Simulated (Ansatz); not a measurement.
Crystal: MoP.

```xyz
2
Lattice="3.2230 0.0000 0.0000 -1.6115 2.7912 0.0000 0.0000 0.0000 3.1910" Properties=species:S:1:pos:R:3 pbc="T T T"
Mo    0.0000    0.0000    0.0000
P     0.0000    1.8608    1.5955
```

Base run:

```yaml
Program: Ansatz 0.2.0
Functional: PBEsol
Potentials_or_basis: all-electron LAPW, scalar-relativistic
Cutoff: 254 eV (chosen from the basis error)
Basis_error_allowed: 0.001 eV/atom
k_mesh: 10 × 10 × 8
Occupations: fermi-dirac, width 0.05 eV
Spin: no spin polarisation
```

Its results: pressure -3.8 GPa.

Q: After a change of settings the same cell gave: pressure -7.3 GPa. Which change was it?
A. functional from PBEsol to LDA
B. functional from PBEsol to BLYP
C. functional from PBEsol to RPBE; occupations from fermi-dirac, width 0.05 eV to gaussian, width 0.1 eV

A: A.

LDA binds more tightly than PBEsol, so the same cell stands under less pressure.

Runs at the PBE level aren't shown here.
